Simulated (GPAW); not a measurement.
CuO:

```
Cu O
1.0
     1.99097   -2.15355    0.00000
     1.99097    2.15355    0.00000
     0.00000    0.00000    5.15593
Cu O
2 2
Direct
  0.50000 0.00000 0.00000
  0.00000 0.50000 0.50000
  0.50000 0.50000 0.25000
  0.50000 0.50000 0.75000
```

Measurements of this composition are mostly on another form, of space group No. 15.

Base run:

- Program: GPAW 26.7.0
- Functional: PBE
- Potentials or basis: PAW data sets generated in the run's folder for this functional
- Cutoff: 800 eV
- Basis: pw
- k mesh: 8 × 8 × 5
- Occupations: fermi-dirac, width 0.05 eV
- Spin: no spin polarisation

Its results: pressure 3.4 GPa.

Question: The run is repeated on the same cell with these changes: potentials or basis from PAW data sets generated in the run's folder for this functional to SG15 ONCV 1.2; cutoff from 800 eV to 1100 eV; valence electrons from 34 to 50. What comes out?

Answer: Pressure 1.4 GPa.

Caveats: the run has no spin polarisation, though such a crystal can be magnetic; with this Cu data set, volumes or pressures lay over 1.5 % or 2 GPa off other programs in two to four cells of ten (some runs).
